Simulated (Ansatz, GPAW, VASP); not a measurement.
# W and the Hubbard U on W d, program beside program

```
W
1.0
    -1.58234    1.58234    1.58234
     1.58234   -1.58234    1.58234
     1.58234    1.58234   -1.58234
W
1
Cartesian
  0.0000 0.0000 0.0000
```

Kept alike: task single point; functional LDA; k mesh 12 × 12 × 12; occupations fermi-dirac, width 0.05 eV; no spin polarisation. The mesh is that of the run's cell of 1 atom. No spin-orbit coupling.

- A: Ansatz, Ansatz PAW, made for PBE, cutoff 420 eV
- B: GPAW, the program's PAW data sets (release 1.2.1) made for this functional, cutoff 600 eV
- C: VASP, LDA PAW files W_sv, 520 eV

| Hubbard U on W d (eV) | A: pressure (GPa) | B: pressure (GPa) | C: pressure (GPa) |
| --- | --- | --- | --- |
| 3 | -7.70 | -5.35 | 1.35 |
| 4 | -6.81 | -3.15 | 4.42 |
| 5 | -5.42 | -0.67 | 7.68 |
| 6 | -3.54 | 2.73 | 11.12 |
| 8 | 3.74 | 9.79 | 18.25 |

U acts on projectors that differ between programs, so one value of U isn't one strength. Pressure is positive in compression; plane-wave values hold the error of the finite cutoff, which Ansatz corrects. Values on potentials made for another functional: all of A. For a metal such a mesh leaves the last digits unconverged.

Q: How large is the effect of the Hubbard U on W d, and do the programs agree on it?

A: From 3 to 8 eV the pressure moves by +11.44 in A, +15.14 in B, +16.90 in C (GPa). Row by row the programs differ by 9.05 to 14.66, and the shifts point the same way but differ by 32 % of the larger.
